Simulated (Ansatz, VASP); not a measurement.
One calculation of PtS2, two programs

```xyz
3
Lattice="0.0000 2.9758 2.9758 2.9758 0.0000 2.9758 2.9758 2.9758 0.0000" Properties=species:S:1:pos:R:3 pbc="T T T"
Pt    0.0000    0.0000    0.0000
S     1.4879    1.4879    1.4879
S     4.4637    4.4637    4.4637
```

Alike in both runs: task single point; functional r2SCAN; k mesh 8 × 8 × 8; occupations fermi-dirac, width 0.02 eV; no spin polarisation.

```csv
,VASP,Ansatz
version,VASP 6.6.1,Ansatz 0.2.0
potentials or method,"VASP PAW PBE potentials, release 64 (Pt, S)","plane waves, PAW"
plane-wave cutoff (eV),520,500
valence electrons in the cell,22,30
```

```tsv
	VASP	Ansatz	Ansatz less VASP
pressure (GPa)	-0.1	0.1	+0.13
```

The two sets of potentials don't hold the same shells in valence.

Caveats: the PAW data sets were made with another functional, which shifts forces and pressure a little (VASP). Spin-orbit coupling is left out, which matters for the levels of Pt.
